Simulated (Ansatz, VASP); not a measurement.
## TePb: VASP beside Ansatz

```xyz
2
Lattice="0.0000 3.2310 3.2310 3.2310 0.0000 3.2310 3.2310 3.2310 0.0000" Properties=species:S:1:pos:R:3 pbc="T T T"
Pb    0.0000    0.0000    0.0000
Te    3.2310    3.2310    3.2310
```

Alike in both runs: task single point; functional PBE; k mesh 7 × 7 × 7; occupations gaussian, width 0.013 eV; no spin polarisation.

```csv
,VASP,Ansatz
version,VASP 6.6.1,Ansatz 0.2.0
potentials or method,"VASP PAW PBE potentials, release 64 (Pb_d, Te)",Ansatz PAW
plane-wave cutoff (eV),520,420
valence electrons in the cell,20,30
```

```tsv
	VASP	Ansatz	Ansatz less VASP
gap on the k mesh at the Fermi level (eV)	1.01	1.01	-0.003
least direct gap on the mesh (eV)	1.01	1.01	-0.003
pressure (GPa)	2.1	2.1	+0.06
```

The two sets of potentials don't hold the same shells in valence.

Spin-orbit coupling is left out, which matters for the levels of Pb, Te.
